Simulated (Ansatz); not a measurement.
Working through an equation of state with a fit of KNbO3, space group Pm-3m

Program: Ansatz 0.2.0, Python API.

Typed at the interpreter:
```pycon
>>> from dataclasses import dataclass
>>> import warnings
>>> import ansatz
>>> from ase.eos import EquationOfState
>>> from ase.units import GPa
>>> import numpy as np
>>> @dataclass(frozen=True)
... class Settings:
...     filling: str = "fixed"
...     mesh: tuple[int, ...] = (6, 6, 6)
...
>>> opts = Settings()
>>> vectors0 = np.array([
...     [4.029183, 0.0, 0.0],
...     [0.0, 4.029183, 0.0],
...     [0.0, 0.0, 4.029183],
... ])
>>> sites = [
...     ("K", [0.0, 0.0, 0.0]),
...     ("Nb", [0.5, 0.5, 0.5]),
...     ("O", [0.0, 0.5, 0.5]),
...     ("O", [0.5, 0.0, 0.5]),
...     ("O", [0.5, 0.5, 0.0]),
... ]
>>> def build(cell):
...     crystal = ansatz.Crystal(lattice=ansatz.Lattice.of(cell))
...     for symbol, position in sites:
...         crystal = crystal.atom(symbol, position)
...     return crystal
...
>>> warnings.simplefilter("ignore", ansatz.DeckWarning)
>>> # scale the volume, keep shape and fractions
>>> volumes, energies, pressures = [], [], []
>>> for scale in np.linspace(0.88, 1.12, 7):
...     cell = vectors0 * scale ** (1 / 3)
...     job = build(cell).calculation()
...     job = job.functional(ansatz.Functional.PBE).basis(35 * ansatz.Ry)
...     job = job.occupations(opts.filling).kpoints(*opts.mesh)
...     job = job.stress()
...     report = job.run(threads=1, backend="cpu").report
...     volumes.append(abs(np.linalg.det(cell)) / len(sites))
...     energies.append(report["free_energy_ev"] / len(sites))
...     pressures.append(np.trace(report["stress_gpa"]) / 3)
...     print(f"V = {volumes[-1]:8.4f} A^3/atom  F = {energies[-1]:.5f} eV/atom  P = {pressures[-1]:8.3f} GPa")
...
V =  11.5123 A^3/atom  F = -1559.38239 eV/atom  P =   29.271 GPa
V =  12.0356 A^3/atom  F = -1559.45746 eV/atom  P =   17.145 GPa
V =  12.5589 A^3/atom  F = -1559.49700 eV/atom  P =    7.430 GPa
V =  13.0822 A^3/atom  F = -1559.50809 eV/atom  P =   -0.357 GPa
V =  13.6055 A^3/atom  F = -1559.49635 eV/atom  P =   -6.600 GPa
V =  14.1288 A^3/atom  F = -1559.46634 eV/atom  P =  -11.594 GPa
V =  14.6521 A^3/atom  F = -1559.42172 eV/atom  P =  -15.578 GPa
>>> eos = EquationOfState(volumes, energies, eos="vinet")
>>> v0, e0, bulk = eos.fit()
>>> print(f"V0 = {v0:.4f} A^3/atom, E0 = {e0:.5f} eV/atom, B = {bulk / GPa:.1f} GPa")
V0 = 13.0554 A^3/atom, E0 = -1559.50813 eV/atom, B = 175.8 GPa
```

A third-order Birch-Murnaghan fit through the 7 points (the script's own form differs a little) has its minimum at 13.06 Å³ an atom, 0.2 % below the typed cell, with a bulk modulus of 175 GPa and dB/dP = 4.5. From that minimum the energy rises by 125.7 meV an atom on the compressed side and 86.4 meV on the expanded side.

Caveats:
- Absolute energies stand on the zero of these potentials, so only differences at equal settings mean something.
- No spin polarisation was allowed.
- This is a high-temperature or high-pressure form, not the ambient phase.
- Pressure is positive in compression.
- The structure comes from a database of computed cells and needn't be a stable or known phase.
- By the engine's processor time: 11 s on 1 thread of Intel(R) Xeon(R) Processor @ 2.30GHz (shared host), peak memory 0.54 GiB.
